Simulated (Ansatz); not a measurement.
W: changing the choice of potentials or basis

```
W
1.0
    -1.58234    1.58234    1.58234
     1.58234   -1.58234    1.58234
     1.58234    1.58234   -1.58234
W
1
Cartesian
  0.0000 0.0000 0.0000
```

Kept alike: task band structure; functional PBE; k mesh 12 × 12 × 12; occupations fermi-dirac, width 0.05 eV; no spin polarisation. Program: Ansatz. Cutoffs run from 420 to 1290 eV. The mesh is that of the run's cell of 1 atom. No spin-orbit coupling.

| choice of potentials or basis | pressure (GPa) |
| --- | --- |
| Ansatz PAW | 5.83 |
| Ansatz PAW (files of its older set among them) | 6.00 |
| JTH PAW | 6.32 |
| PseudoDojo standard (PBE files) | 5.97 |
| PseudoDojo stringent (PBE files) | 5.97 |
| SPMS NC | 5.93 |

Pressure is positive in compression, with a Pulay correction for the finite cutoff. For a metal such a mesh leaves the last digits unconverged.

**Question.** What does the choice of potentials or basis change here?

**Answer.** The pressure runs from 5.83 (Ansatz PAW) to 6.32 GPa (JTH PAW).
